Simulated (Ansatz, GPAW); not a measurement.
Given: the input of a run of GPAW 26.7.0 (ASE script) on CaO. The cell is a database's computed one, not the measured one.

Contents of run.py:

```python
from ase.dft.bandgap import bandgap
from ase.io import read, write
from ase.units import GPa
from gpaw import GPAW, PW

atoms = read('POSCAR')

calc = GPAW(mode=PW(800),
            xc='PBE',
            kpts={'size': (10, 10, 10), 'gamma': True},
            occupations={'name': 'methfessel-paxton', 'order': 0, 'width': 0.019000000000000003},
            nbands=16,
            convergence={'density': 1e-05, 'energy': 1e-05},
            maxiter=150,
            txt='gpaw.txt')
atoms.calc = calc
energy = atoms.get_potential_energy()
forces = atoms.get_forces()
stress = atoms.get_stress()
calc.write('gs.gpw')
write('result.traj', atoms)
print(f'Energy: {energy:.6f} eV')
print('Forces (eV/A):')
print(forces.round(4))
print('Stress (GPa):', (stress / GPa).round(3))
print('Fermi level:', round(calc.get_fermi_level(), 4), 'eV')
print(f'Gap: {bandgap(calc)[0]:.4f} eV, direct: {bandgap(calc, direct=True)[0]:.4f} eV')
```

POSCAR

```
CaO
1.0
    0.0000000000      2.4035556960      2.4035556960
    2.4035556960      0.0000000000      2.4035556960
    2.4035556960      2.4035556960      0.0000000000
Ca O
1 1
Direct
    0.0000000000      0.0000000000      0.0000000000
    0.5000000000      0.5000000000      0.5000000000
```

Potentials or basis: GPAW PAW data sets (gpaw-data 1.2.1), pw.

The run is started by

```sh
$ OMP_NUM_THREADS=1 python run.py
```

**Question.** Set up the same calculation for Ansatz 0.2.0. Potentials or basis there: all-electron LAPW, scalar-relativistic.

**Answer.** As run (cutoffs and basis follow the program's own potentials, and thresholds, step limits or extra output files can differ):

Contents of input.yaml:

```yaml
crystal:
  lattice:
    - [0.0, 2.403555696, 2.403555696]
    - [2.403555696, 0.0, 2.403555696]
    - [2.403555696, 2.403555696, 0.0]
  atoms:
    - { symbol: Ca, position: [0.0, 0.0, 0.0] }
    - { symbol: O, position: [0.5, 0.5, 0.5] }
kpoints:
  mp_grid: { grid: [10, 10, 10] }
scf:
  occupations: { method: gaussian, width: 0.019 }
hamiltonian:
  xc: pbe
  pseudopotentials: { kind: all_electron, lapw: { basis_error: 0.001 } }
output:
  forces: true
  stress: true
  eigenvalues: true
```

Potentials or basis: all-electron LAPW, scalar-relativistic.

The run is started by

```bash
$ ansatz run input.yaml --threads 1 --pin off --max-ram 3072MiB --backend cpu --events-out ev --progress --plain --runs-dir out
```

Both were run:

|  | GPAW | Ansatz |
| --- | --- | --- |
| Pressure | 2.2 GPa | 1.6 GPa |

Where Ansatz's input types no cutoff or centring, it takes its own default and a Γ-centred mesh.

Pressure is positive in compression.
